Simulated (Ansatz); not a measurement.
KF (Carobbiite):

```
K F
1.0
     0.00000    2.67185    2.67185
     2.67185    0.00000    2.67185
     2.67185    2.67185    0.00000
K F
1 1
Direct
  0.97215 0.03324 0.02065
  0.53326 0.49153 0.52882
```

The cell isn't the ideal one: atoms moved at random, drawn with an rms of 0.15 Å.

```yaml
Program: Ansatz 0.2.0
Task: relaxation of the atoms
Functional: revPBE
Potentials_or_basis: all-electron LAPW, relativistic spinors
Basis_error_allowed: 0.002 eV/atom
k_mesh: 7 × 7 × 7
Occupations: fermi-dirac, width 0.025 eV
Spin: spin-orbit coupling, no magnetisation
```

At the start: volume 19.07 Å³/atom.

Where does the relaxation end?

Over 4 steps the energy falls by 19.8 meV/atom; space group Fm-3m (No. 225, to 0.05 Å).

The path:
```csv
step,energy change (eV),largest force (eV/Å)
1,0.0000,0.3898
2,-0.0357,0.1157
3,-0.0396,0.0042
4,-0.0396,0.0042
```

Final structure:
```cif
data_structure
_symmetry_space_group_name_H-M 'P 1'
_symmetry_Int_Tables_number 1
_cell_length_a 3.7786
_cell_length_b 3.7786
_cell_length_c 3.7786
_cell_angle_alpha 60.000
_cell_angle_beta 60.000
_cell_angle_gamma 60.000
_cell_volume 38.15
loop_
_atom_site_label
_atom_site_type_symbol
_atom_site_fract_x
_atom_site_fract_y
_atom_site_fract_z
_atom_site_occupancy
K1 K 0.00239 0.01264 0.02460 1
F1 F 0.50302 0.51214 0.52487 1
```
